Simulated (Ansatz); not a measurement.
# A computed series for Li2O: response to strain

Base system: Li2O in the anti-fluorite structure (space group Fm-3m, No. 225; a = 4.573 Å). Axes: x, y, z lie along the cube axes.

Strains are applied to the cell and any free atomic positions relax; under biaxial strain the out-of-plane vector relaxes too; under stress the whole cell relaxes.

Level of theory: r2SCAN, PAW, 500 eV (Ansatz, a quantum-chemistry and plane-wave program; no spin-orbit coupling).

Notes on the quantities. pressure: mean of the normal stresses, compression positive.

```tsv
variant	smallest direct gap	volume per atom	pressure
base	6.20 eV	7.97 Å³	0.1 kbar
biaxial strain −1.02 %, plane normal [001], relaxed out of plane	6.34 eV	7.82 Å³	16.7 kbar
biaxial strain +1.98 %, plane normal [001], relaxed out of plane	5.88 eV	8.26 Å³	-29.0 kbar
biaxial strain +3.14 %, plane normal [001], relaxed out of plane	5.70 eV	8.43 Å³	-44.2 kbar
isotropic strain −1.39 %	6.54 eV	7.64 Å³	39.8 kbar
uniaxial strain ε_xx = +0.46 %	6.16 eV	8.00 Å³	-3.9 kbar
uniaxial strain ε_yy = −2.20 %	6.34 eV	7.79 Å³	(withheld)
tensor shear ε_yz = −2.16 %	6.12 eV	7.96 Å³	1.8 kbar
uniaxial stress, 5 GPa tension along z	6.02 eV	8.13 Å³	–
tensor shear ε_xz = −0.65 %	6.19 eV	7.97 Å³	0.2 kbar
```

### Question
Some entries are withheld; estimate them.

### Answer

- uniaxial strain ε_yy = −2.20 %, pressure: 20.3 kbar

Stability under load was not tested beyond the relaxation.
